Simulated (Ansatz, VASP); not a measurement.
## One calculation of C, two programs

```
C
1.0
     0.00000    1.77982    1.77982
     1.77982    0.00000    1.77982
     1.77982    1.77982    0.00000
C
2
Direct
  0.50000 0.50000 0.50000
  0.75000 0.75000 0.75000
```

Alike in both runs: task single point; functional LDA; k mesh 12 × 12 × 12; occupations gaussian, width 0.05 eV; no spin polarisation.

```csv
,VASP,Ansatz
version,VASP 6.6.1,Ansatz 0.2.0
potentials or method,"VASP PAW LDA potentials, release 64 (C)","scalar-relativistic, plane waves, PAW"
plane-wave cutoff (eV),520,520
valence electrons in the cell,8,8
```

```tsv
	VASP	Ansatz	Ansatz less VASP
gap on the k mesh at the Fermi level (eV)	4.14	4.15	+0.008
least direct gap on the mesh (eV)	5.56	5.56	-0.001
pressure (GPa)	-9.1	-10.6	-1.57
```

Ansatz warned: «pseudo_functional_mismatch».
